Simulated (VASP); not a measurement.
**RbBr: single point with r2SCAN**

RbBr:

```
Rb Br
1.0
     4.12608    0.00000    0.00000
     0.00000    4.12608    0.00000
     0.00000    0.00000    4.12608
Rb Br
1 1
Direct
  0.00000 0.00000 0.00000
  0.50000 0.50000 0.50000
```

The cell comes from a database or a generator and needn't be the stable form of this composition.

| Item | Value |
| --- | --- |
| Program | VASP 6.6.1 |
| Task | single point |
| Functional | r2SCAN |
| Potentials or basis | VASP PAW PBE potentials, release 64 (Rb_sv, Br) |
| Cutoff | 520 eV |
| k mesh | 4 × 4 × 4 |
| Occupations | gaussian, width 0.01 eV |
| Spin | no spin polarisation |

```json
{
 "Pressure": "0.1 GPa",
 "Band gap on the k mesh": "4.83 eV, indirect (least direct gap 4.98 eV)"
}
```

Levels at points of the mesh, in eV from the valence-band top:
| k point | band 4 | band 5 | band 6 | band 7 | band 8 | band 9 | band 10 | band 11 | band 12 | band 13 |
| --- | --- | --- | --- | --- | --- | --- | --- | --- | --- | --- |
| (0.00, 0.00, 0.00) | -9.33 | -9.33 | -0.15 | -0.15 | -0.15 | 4.83 | 6.11 | 6.11 | 10.72 | 10.72 |
| (0.50, 0.00, 0.00) | -9.28 | -9.28 | -1.70 | -0.22 | -0.22 | 7.45 | 7.81 | 8.37 | 9.36 | 10.65 |
| (0.50, 0.50, 0.00) | -9.63 | -9.25 | -1.06 | -1.06 | 0.00 | 5.93 | 6.91 | 8.67 | 8.67 | 11.61 |
| (0.50, 0.50, 0.50) | -9.55 | -9.55 | -1.34 | -1.34 | -1.34 | 8.87 | 8.87 | 8.87 | 10.15 | 10.15 |

Wall time 19 s on 1 thread of Intel(R) Xeon(R) 6975P-C (Granite Rapids) (shared host), peak memory 0.18 GiB.

Caveat: the PAW data sets were made with another functional, which shifts forces and pressure a little. r2SCAN opens gaps a little over a GGA but as a rule still falls short of measured ones.
